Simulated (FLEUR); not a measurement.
C:

```
C
1.0
     2.52210    0.00000    0.00000
    -1.26105    2.18420    0.00000
     0.00000    0.00000   12.35570
C
12
Direct
  0.66667 0.33333 0.35417
  0.33333 0.66667 0.85417
  0.66667 0.33333 0.14583
  0.33333 0.66667 0.64583
  0.66667 0.33333 0.47917
  0.33333 0.66667 0.97917
  0.66667 0.33333 0.02083
  0.33333 0.66667 0.52083
  0.00000 0.00000 0.81250
  0.00000 0.00000 0.31250
  0.00000 0.00000 0.68750
  0.00000 0.00000 0.18750
```

This is a hexagonal form of diamond, not graphite.

Base run:

```yaml
Program: FLEUR MaX-R8.1 (patched build s14)
Functional: PBEsol
Potentials_or_basis: all-electron
Basis: FLAPW
Kmax: 5.04 1/bohr
k_mesh: 12 × 12 × 3
Occupations: fermi-dirac, width 0.05 eV
Spin: no spin polarisation
```

Its results: band gap on the k mesh 4.26 eV, indirect (least direct gap 5.26 eV).

**Question.** The run is repeated on the same cell with these changes: functional from PBEsol to LDA (von Barth-Hedin). What comes out?

**Answer.** Band gap on the k mesh 4.37 eV, indirect (least direct gap 5.27 eV).
